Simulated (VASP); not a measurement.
# Si3N4 (I-43d) in VASP: notebook

Runs on Si3N4. Level: PBE+D3(BJ). Tasks: single point, relaxation of cell and atoms.

Everything below comes from runs of VASP 6.6.1. Logs are shortened: lines on timing, memory, paths and dates and some standing lists are left out, and cuts for length are marked.

### 1 Starting point

It takes space group I-43d (No. 220, cubic). The conventional cell has a = 6.451 Å, b = 6.451 Å, c = 6.451 Å, α = 90.00°, β = 90.00°, γ = 90.00°. Around Si (site symmetry -4) lie 4 N at 1.75 Å. N (site symmetry 3) has 3 Si at 1.75 Å as nearest neighbours.

Measurements of this composition are mostly on another form, of space group No. 176.

### 2 Single point, PBE+D3(BJ)

Contents of INCAR:

```
ALGO     = Normal         # electronic algorithm
EDIFF    = 1E-7           # SCF threshold, eV
ENCUT    = 520            # plane-wave cutoff, eV
GGA      = PE             # functional
ISIF     = 2              # what is computed and relaxed
ISMEAR   = 0              # smearing method
IVDW     = 12             # dispersion correction
LASPH    = T              # aspherical terms in the spheres
LCHARG   = F              # write CHGCAR
LREAL    = F              # projectors in reciprocal space
LWAVE    = F              # write WAVECAR
NBANDS   = 45             # bands
NELM     = 100            # most SCF steps
PREC     = Accurate       # precision mode
SIGMA    = 0.02           # smearing width, eV
```

Contents of KPOINTS:

```
k-points
0
Gamma
  4 4 4
```

Contents of POSCAR:

```
Si3N4
1.0
   -3.2256555941      3.2256555941      3.2256555941
    3.2256555941     -3.2256555941      3.2256555941
    3.2256555941      3.2256555941     -3.2256555941
Si N
6 8
Direct
    0.2500000000      0.1250000000      0.8750000000
    0.8750000000      0.2500000000      0.1250000000
    0.7500000000      0.3750000000      0.6250000000
    0.6250000000      0.7500000000      0.3750000000
    0.1250000000      0.8750000000      0.2500000000
    0.3750000000      0.6250000000      0.7500000000
    0.5614629915      0.5614629915      0.5614629915
    0.4385370085      0.5000000000      0.0000000000
    0.5000000000      0.0000000000      0.9385370085
    0.0000000000      0.4385370085      0.5000000000
    0.9385370085      0.5000000000      0.0000000000
    0.0614629915      0.0614629915      0.0614629915
    0.0000000000      0.9385370085      0.5000000000
    0.5000000000      0.0000000000      0.4385370085
```

Potentials or basis: VASP PAW PBE potentials, release 64 (Si, N).

Run with:

```
$ cat potpaw_PBE.64/Si/POTCAR potpaw_PBE.64/N/POTCAR > POTCAR
$ mpirun -np 1 vasp_std > vasp.out
```

OUTCAR:

```text
EDIFF = 1E-7
   ENCUT = 520
   GGA = PE
   ISIF = 2
   ISMEAR = 0
   IVDW = 12
   LASPH = T
   LREAL = F
   NELM = 100
   PREC = Accurate
 IVDW          = 12

 ion  position               nearest neighbor table
   1  0.250  0.125  0.875-   8 1.75   9 1.75  13 1.75  12 1.75   5 3.02   2 3.02   2 3.02   4 3.02
                             6 3.02   5 3.02   6 3.02   4 3.02
   2  0.875  0.250  0.125-  10 1.75  12 1.75  11 1.75   9 1.75   1 3.02   3 3.02   3 3.02   1 3.02
                             5 3.02   6 3.02   5 3.02   6 3.02
   3  0.750  0.375  0.625-   7 1.75  11 1.75  10 1.75  14 1.75   2 3.02   4 3.02   2 3.02   4 3.02
                             6 3.02   5 3.02   6 3.02   5 3.02
   4  0.625  0.750  0.375-  13 1.75   8 1.75  14 1.75   7 1.75   6 3.02   3 3.02   3 3.02   5 3.02
                             1 3.02   6 3.02   1 3.02   5 3.02
   5  0.125  0.875  0.250-  11 1.75  12 1.75  13 1.75  14 1.75   1 3.02   1 3.02   3 3.02   2 3.02
                             4 3.02   2 3.02   3 3.02   4 3.02
   6  0.375  0.625  0.750-  10 1.75   8 1.75   9 1.75   7 1.75   4 3.02   4 3.02   1 3.02   3 3.02
                             2 3.02   1 3.02   3 3.02   2 3.02
   7  0.561  0.561  0.561-   3 1.75   4 1.75   6 1.75
   8  0.439  0.500  0.000-   1 1.75   4 1.75   6 1.75
   9  0.500  0.000  0.939-   1 1.75   2 1.75   6 1.75
  10  0.000  0.439  0.500-   2 1.75   6 1.75   3 1.75
  11  0.939  0.500  0.000-   3 1.75   5 1.75   2 1.75
  12  0.061  0.061  0.061-   2 1.75   1 1.75   5 1.75
  13  0.000  0.939  0.500-   4 1.75   1 1.75   5 1.75
  14  0.500  0.000  0.439-   4 1.75   3 1.75   5 1.75

  LATTYP: Found a body centered cubic cell.
 ALAT       =     6.4513111882

  Lattice vectors:

 A1 = (  -3.2256555941,   3.2256555941,   3.2256555941)
 A2 = (   3.2256555941,  -3.2256555941,   3.2256555941)
 A3 = (   3.2256555941,   3.2256555941,  -3.2256555941)

Analysis of symmetry for initial positions (statically):
=====================================================================
 Subroutine PRICEL returns:
 Original cell was already a primitive cell.

 Routine SETGRP: Setting up the symmetry group for a
 body centered cubic supercell.

 Subroutine GETGRP returns: Found 24 space group operations
 (whereof  3 operations were pure point group operations)
 out of a pool of 48 trial point group operations.

The static configuration has the point symmetry C_3 .
 The point group associated with its full space group is T_d .

Analysis of symmetry for dynamics (positions and initial velocities):
=====================================================================
 Subroutine PRICEL returns:
 Original cell was already a primitive cell.

 Routine SETGRP: Setting up the symmetry group for a
 body centered cubic supercell.

 Subroutine GETGRP returns: Found 24 space group operations
 (whereof  3 operations were pure point group operations)
 out of a pool of 48 trial point group operations.

The dynamic configuration has the point symmetry C_3 .
 The point group associated with its full space group is T_d .

 Subroutine INISYM returns: Found 24 space group operations
 (whereof  3 operations are pure point group operations),
 and found     1 'primitive' translations

----------------------------------------------------------------------------------------

                                     Primitive cell

  volume of cell :     134.2499

  direct lattice vectors                    reciprocal lattice vectors
    -3.225655594  3.225655594  3.225655594     0.000000000  0.155007249  0.155007249
     3.225655594 -3.225655594  3.225655594     0.155007249  0.000000000  0.155007249
     3.225655594  3.225655594 -3.225655594     0.155007249  0.155007249  0.000000000

  length of vectors
     5.586999377  5.586999377  5.586999377     0.219213354  0.219213354  0.219213354

  position of ions in fractional coordinates (direct lattice)
     0.250000000  0.125000000  0.875000000
     0.875000000  0.250000000  0.125000000
     0.750000000  0.375000000  0.625000000
     0.625000000  0.750000000  0.375000000
     0.125000000  0.875000000  0.250000000
     0.375000000  0.625000000  0.750000000
     0.561462992  0.561462992  0.561462992
     0.438537008  0.500000000  0.000000000
     0.500000000  0.000000000  0.938537008
     0.000000000  0.438537008  0.500000000
     0.938537008  0.500000000  0.000000000
     0.061462992  0.061462992  0.061462992
     0.000000000  0.938537008  0.500000000
     0.500000000  0.000000000  0.438537008

  ion indices of the primitive-cell ions
   primitive index   ion index
                 1           1
                 2           2
                 3           3
                 4           4
                 5           5
                 6           6
                 7           7
                 8           8
                 9           9
                10          10
                11          11
                12          12
                13          13
                14          14

----------------------------------------------------------------------------------------

 KPOINTS: k-points

Automatic generation of k-mesh.
 Grid dimensions read from file:
 generate k-points for:    4    4    4

 Generating k-lattice:

  Cartesian coordinates                     Fractional coordinates (reciprocal lattice)
     0.000000000  0.038751812  0.038751812     0.250000000  0.000000000  0.000000000
     0.038751812  0.000000000  0.038751812     0.000000000  0.250000000  0.000000000
     0.038751812  0.038751812  0.000000000     0.000000000  0.000000000  0.250000000

  Length of vectors
     0.054803338  0.054803338  0.054803338

  Shift w.r.t. Gamma in fractional coordinates (k-lattice)
     0.000000000  0.000000000  0.000000000

 Subroutine IBZKPT returns following result:
 ===========================================

 Found      8 irreducible k-points:

 Following reciprocal coordinates:
            Coordinates               Weight
  0.000000  0.000000  0.000000      1.000000
  0.250000  0.000000  0.000000     12.000000
  0.500000  0.000000  0.000000      6.000000
  0.250000  0.250000  0.000000     24.000000
  0.250000  0.250000  0.250000      2.000000
 -0.250000  0.250000  0.250000      6.000000
  0.500000  0.500000  0.250000     12.000000
  0.500000  0.500000  0.500000      1.000000
   k-points           NKPTS =      8   k-points in BZ     NKDIM =      8   number of bands    NBANDS=     45
   number of dos      NEDOS =    301   number of ions     NIONS =     14
   total plane-waves  NPLWV =  74088
   dimension x,y,z NGX =    42 NGY =   42 NGZ =   42
   dimension x,y,z NGXF=    84 NGYF=   84 NGZF=   84
   ions per type =               6   8
   NGX,Y,Z   is equivalent  to a cutoff of  12.50, 12.50, 12.50 a.u.
   NGXF,Y,Z  is equivalent  to a cutoff of  24.99, 24.99, 24.99 a.u.
 SYSTEM =  unknown system
   PREC   = accura    normal or accurate (medium, high low for compatibility)
   ISTART =      0    job   : 0-new  1-cont  2-samecut
   ICHARG =      2    charge: 1-file 2-atom 10-const
   ISPIN  =      1    spin polarized calculation?
   LNONCOLLINEAR =      F non collinear calculations
   LSORBIT =      F    spin-orbit coupling
   LASPH  =      T    aspherical Exc in radial PAW
   ENCUT  =  520.0 eV  38.22 Ry    6.18 a.u.  10.39 10.39 10.39*2*pi/ulx,y,z
   NELM   =    100;   NELMIN=  2; NELMDL= -5     # of ELM steps
   EDIFF  = 0.1E-06   stopping-criterion for ELM
   LREAL  =      F    real-space projection
   EDIFFG = 0.1E-05   stopping-criterion for IOM
   NSW    =      0    number of steps for IOM
   IBRION =     -1    ionic relax: 0-MD 1-quasi-New 2-CG
   NFREE  =      0    steps in history (QN), initial steepest desc. (CG)
   ISIF   =      2    stress and relaxation
   ISYM   =      2    0-nonsym 1-usesym 2-fastsym
   POTIM  = 0.5000    time-step for ionic-motion
   TEBEG  =    0.0;   TEEND  =   0.0 temperature during run
   PSTRESS=    0.0 pullay stress
   NELECT =      64.0000    total number of electrons
   NUPDOWN=      -1.0000    fix difference up-down
   EMIN   =  10.00;   EMAX   =-10.00  energy-range for DOS
   EFERMI =   0.00;   METHOD = LEGACY
   ISMEAR =     0;   SIGMA  =   0.02  broadening in eV -4-tet -1-fermi 0-gaus
   EFERMI_NEDOS =   21; number of points for ismear=-14 and -15
   IALGO  =     38    algorithm
   IMIX   =      4    mixing-type and parameters
     AMIX     =   0.40;   BMIX     =  1.00
     AMIX_MAG =   1.60;   BMIX_MAG =  1.00
  volume/ion in A,a.u.               =       9.59        64.71
  Fermi-wavevector in a.u.,A,eV,Ry     =   1.278881  2.416735 22.252829  1.635537
  Thomas-Fermi vector in A             =   2.411398
   LORBIT       =      0    0 simple, 1 ext, 2 COOP (PROOUT), +10 PAW based schemes
   GGA     = PE    functional components
   LHFCALC =     F    Hartree Fock is set to
   AEXX    =    0.0000 exact exchange contribution
   IVDW    =    12    specifies the selected vdW correction
   LEPSILON=     F    determine dielectric tensor
   LRPA    =     F    only Hartree local field effects (RPA)
 non-spin polarized calculation
 Gauss-broadening in eV      SIGMA  =   0.02
  energy-cutoff  :      520.00
  volume of cell :      134.25
 maximum number of plane-waves:      3632
 NGX is ok and might be reduce to    42
   NGX = 21   NGY = 21   NGZ = 21

 number of electron      64.0000007 magnetization

 Free energy of the ion-electron system (eV)
  ---------------------------------------------------
  ext. energy  EPLUGINS =         0.00000000
  ---------------------------------------------------
  free energy    TOTEN  =      -113.11824359 eV

  energy without entropy =     -113.11824359  energy(sigma->0) =     -113.11824359

 E-fermi :   7.9693     XC(G=0): -11.4289

 val. band max:        7.8110232276   @ k =   0.5000   0.0000   0.0000
 cond. band min:      11.9454880594   @ k =  -0.2500   0.2500   0.2500
 fundamental gap:      4.1344648318
 Fermi energy:         7.9692696344

 k-point     1 :       0.0000    0.0000    0.0000
  band No.  band energies     occupation
      1     -10.4379      2.00000
      2      -7.5251      2.00000
      3      -7.5251      2.00000
      4      -7.5251      2.00000
      5      -7.0095      2.00000
      6      -7.0095      2.00000
[... 36 lines left out ...]
     43      15.6043      0.00000
     44      15.6043      0.00000

 k-point     2 :       0.2500    0.0000    0.0000
  band No.  band energies     occupation
      1     -10.1309      2.00000
      2      -8.1037      2.00000
      3      -7.6728      2.00000
      4      -7.6520      2.00000
      5      -7.1036      2.00000
      6      -7.0323      2.00000
[... 274 lines left out ...]
 k-point     8 :       0.5000    0.5000    0.5000
  band No.  band energies     occupation
      1      -8.2223      2.00000
      2      -8.2223      2.00000
      3      -8.2223      2.00000
      4      -8.2223      2.00000
      5      -8.2223      2.00000
      6      -8.2223      2.00000
[... 36 lines left out ...]
     43      16.4860      0.00000
     44      16.4860      0.00000
 [bands above 44 left out]

------------------------ aborting loop because EDIFF is reached ----------------------------------------

 Edisp (eV)   -3.93668

 E8    (eV) :    -1.4079

  FORCE on cell =-STRESS in cart. coord.  units (eV):
  Direction    XX          YY          ZZ          XY          YZ          ZX
  --------------------------------------------------------------------------------------
  -------------------------------------------------------------------------------------
  Total      -0.25436    -0.25436    -0.25436     0.00000    -0.00000     0.00000
  in kB      -3.03558    -3.03558    -3.03558     0.00000    -0.00000     0.00000
  external pressure =       -3.04 kB  Pullay stress =        0.00 kB

 VOLUME and BASIS-vectors are now :
 -----------------------------------------------------------------------------
  energy-cutoff  :      520.00
  volume of cell :      134.25
      direct lattice vectors                 reciprocal lattice vectors
    -3.225655594  3.225655594  3.225655594     0.000000000  0.155007249  0.155007249
     3.225655594 -3.225655594  3.225655594     0.155007249  0.000000000  0.155007249
     3.225655594  3.225655594 -3.225655594     0.155007249  0.155007249  0.000000000

 POSITION                                       TOTAL-FORCE (eV/Angst)
 -----------------------------------------------------------------------------------
      2.41924      3.22566     -1.61283        -0.000000     -0.000000      0.000000
     -1.61283      2.41924      3.22566        -0.000000     -0.000000     -0.000000
      0.80641      3.22566      1.61283        -0.000000     -0.000000     -0.000000
      1.61283      0.80641      3.22566        -0.000000     -0.000000      0.000000
      3.22566     -1.61283      2.41924        -0.000000     -0.000000      0.000000
      3.22566      1.61283      0.80641        -0.000000     -0.000000      0.000000
      1.81109      1.81109      1.81109        -0.000307     -0.000307     -0.000307
      0.19826     -0.19826      3.02740        -0.000307      0.000307      0.000307
      1.41457      4.64022     -1.41457         0.000307      0.000307     -0.000307
      3.02740      0.19826     -0.19826         0.000307     -0.000307      0.000307
     -1.41457      1.41457      4.64022        -0.000307      0.000307      0.000307
      0.19826      0.19826      0.19826        -0.000307     -0.000307     -0.000307
      4.64022     -1.41457      1.41457         0.000307     -0.000307      0.000307
     -0.19826      3.02740      0.19826         0.000307      0.000307     -0.000307
 -----------------------------------------------------------------------------------
    total drift:                                0.000000      0.000000      0.000000

  FREE ENERGIE OF THE ION-ELECTRON SYSTEM (eV)
  ---------------------------------------------------
  free  energy   TOTEN  =      -117.0549250442 eV

  energy  without entropy=     -117.0549250442  energy(sigma->0) =     -117.05492504
```

Wall time 33 s (1 thread of Intel Xeon 6975P-C (Granite Rapids), shared host); peak memory 0.26 GiB.

What came out:

| Item | Value |
| --- | --- |
| Free energy | -117.0549 eV |
| Pressure | -0.3 GPa |
| Band gap on the k mesh | 4.13 eV, indirect (least direct gap 4.33 eV) |
| Dispersion energy per atom | -0.281 eV |

### 3 Relaxation of cell and atoms, PBE+D3(BJ)

This run uses another cell than the first one, of 9.69 Å³/atom, 1.011 times its volume.

Contents of INCAR:

```
SYSTEM = Si3N4
ALGO = Normal
EDIFF = 1E-6
EDIFFG = -0.02
ENCUT = 600
GGA = PE
IBRION = 2
ISIF = 3
ISMEAR = 0
IVDW = 12
LASPH = .True.
LCHARG = .False.
LREAL = .False.
LWAVE = .False.
NELM = 100
NSW = 70
PREC = Accurate
SIGMA = 0.02
```

Contents of KPOINTS:

```
k-points
0
Gamma
  4 4 4
  0 0 0
```

Contents of POSCAR:

```
Si3N4
1.0
   -3.2373500000      3.2373500000      3.2373500000
    3.2373500000     -3.2373500000      3.2373500000
    3.2373500000      3.2373500000     -3.2373500000
Si N
6 8
Direct
    0.2500000000      0.1250000000      0.8750000000
    0.8750000000      0.2500000000      0.1250000000
    0.7500000000      0.3750000000      0.6250000000
    0.6250000000      0.7500000000      0.3750000000
    0.1250000000      0.8750000000      0.2500000000
    0.3750000000      0.6250000000      0.7500000000
    0.5628000000      0.5628000000      0.5628000000
    0.4372000000      0.5000000000      0.0000000000
    0.5000000000      0.0000000000      0.9372000000
    0.0000000000      0.4372000000      0.5000000000
    0.9372000000      0.5000000000      0.0000000000
    0.0628000000      0.0628000000      0.0628000000
    0.0000000000      0.9372000000      0.5000000000
    0.5000000000      0.0000000000      0.4372000000
```

Potentials or basis: VASP PAW PBE potentials, release 64 (Si, N).

Run with:

```
$ cat potpaw_PBE.64/Si/POTCAR potpaw_PBE.64/N/POTCAR > POTCAR
$ mpirun -np 1 vasp_std > vasp.out
```

Wall time 1.7 min (1 thread of Intel Xeon 6975P-C (Granite Rapids), shared host); peak memory 0.37 GiB.

The run converged. Its results:

```yaml
Free_energy: -117.0690 eV
Relaxed_volume: 9.57 Å³/atom
Relaxed_cell: a = 5.584 Å, b = 5.584 Å, c = 5.584 Å, α = 109.47°, β = 109.47°, γ = 109.47°
Space_group_after_relaxing_to_0.05_Å: I-43d (No. 220)
Energy_gained_by_relaxing: 1.2 meV/atom
Ionic_steps: 5
Pressure_after_relaxing: 0.0 GPa
Largest_force_after_relaxing: 0.003 eV/Å
Band_gap_on_the_k_mesh: 4.14 eV, indirect (least direct gap 4.33 eV)
Dispersion_energy_per_atom: -0.282 eV
```

Forces on the atoms (eV/Å):
```
Si   0.000  0.000  0.000
Si   0.000  0.000  0.000
Si   0.000  0.000  0.000
Si   0.000  0.000  0.000
Si   0.000  0.000  0.000
Si   0.000  0.000  0.000
N   -0.002 -0.002 -0.002
N   -0.002  0.002  0.002
N    0.002  0.002 -0.002
N    0.002 -0.002  0.002
N   -0.002  0.002  0.002
N   -0.002 -0.002 -0.002
N    0.002 -0.002  0.002
N    0.002  0.002 -0.002
```

Step by step:
| step | energy change (eV) | largest force (eV/Å) | pressure (GPa) | volume (Å³) |
| --- | --- | --- | --- | --- |
| 1 | 0.0000 | 0.0153 | -3.11 | 135.72 |
| 2 | 0.0120 | 0.0807 | 4.37 | 132.05 |
| 3 | -0.0157 | 0.0429 | 0.01 | 134.12 |
| 4 | -0.0162 | 0.0328 | 0.01 | 134.10 |
| 5 | -0.0171 | 0.0034 | 0.00 | 134.04 |

Final structure:
```cif
data_structure
_symmetry_space_group_name_H-M 'P 1'
_symmetry_Int_Tables_number 1
_cell_length_a 5.5841
_cell_length_b 5.5841
_cell_length_c 5.5841
_cell_angle_alpha 109.471
_cell_angle_beta 109.471
_cell_angle_gamma 109.471
_cell_volume 134.04
loop_
_atom_site_label
_atom_site_type_symbol
_atom_site_fract_x
_atom_site_fract_y
_atom_site_fract_z
_atom_site_occupancy
Si1 Si 0.25000 0.12500 0.87500 1
Si2 Si 0.87500 0.25000 0.12500 1
Si3 Si 0.75000 0.37500 0.62500 1
Si4 Si 0.62500 0.75000 0.37500 1
Si5 Si 0.12500 0.87500 0.25000 1
Si6 Si 0.37500 0.62500 0.75000 1
N1 N 0.56143 0.56143 0.56143 1
N2 N 0.43857 0.50000 0.00000 1
N3 N 0.50000 0.00000 0.93857 1
N4 N 0.00000 0.43857 0.50000 1
N5 N 0.93857 0.50000 0.00000 1
N6 N 0.06143 0.06143 0.06143 1
N7 N 0.00000 0.93857 0.50000 1
N8 N 0.50000 0.00000 0.43857 1
```

Levels at points of the mesh, in eV from the valence-band top:
```
           k point  band 30  band 31  band 32  band 33  band 34  band 35
(0.00, 0.00, 0.00)    -0.14    -0.14    -0.04     4.63     4.63     4.76
(0.50, 0.00, 0.00)    -1.27     0.00     0.00     5.03     5.03     6.06
(0.50, 0.50, 0.50)    -1.93    -1.19    -1.19     5.48     5.48     5.48
```

A k mesh can miss the band edges. Expect the measured gap to be larger: semilocal functionals such as PBE lack the derivative discontinuity.
